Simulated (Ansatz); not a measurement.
# Bi: the cost of one run

Program: Ansatz 0.2.0. Level of theory: DFT PBE, scalar-relativistic, plane waves, PAW. These are calculated values, not measurements.

### Step 1. The structure to begin with

Symmetry: I4_1/amd, No. 141, tetragonal system. The conventional cell has a = 6.369 Å, b = 6.369 Å, c = 3.475 Å, α = 90.00°, β = 90.00°, γ = 90.00°. Bi (site symmetry -4m2) is surrounded by 6 Bi at 3.30 to 3.47 Å.

Structure file:

```
CELL_PARAMETERS angstrom
-3.18462 3.18462 1.73727
3.18462 -3.18462 1.73727
3.18462 3.18462 -1.73727
ATOMIC_POSITIONS crystal
Bi 0.00000 0.00000 0.00000
Bi 0.75000 0.25000 0.50000
```

This is candidate A: beta-tin type (I4_1/amd, No. 141).

(A quick probe on a coarse mesh, which set the mesh and smearing, is not shown.)

### Step 3. Relaxing cell and atoms (candidate A)

Input file input.yaml:

```yaml
crystal:
  lattice:
    - [-3.1846218074, 3.1846218074, 1.7372699823]
    - [3.1846218074, -3.1846218074, 1.7372699823]
    - [3.1846218074, 3.1846218074, -1.7372699823]
  atoms:
    - { symbol: Bi, position: [0.0, 0.0, 0.0] }
    - { symbol: Bi, position: [0.75, 0.25, 0.5] }
basis:
  ecutwfc: 420
kpoints:
  mp_grid: { grid: [18, 18, 18] }
hamiltonian:
  xc: pbe
scf:
  occupations: { method: gaussian, width: 0.1 }
output:
  forces: true
  stress: true
  eigenvalues: true
relax:
  adjacent_minimum: "off"
  f_tol: 0.01
  max_steps: 80
  cell: { stress_tol: 0.05 }
```

**Question.** How long does this run take on 1 thread of an x86-64 CPU, shared host, and how much memory does it need?

About 3 min, with a peak of 0.85 GiB.
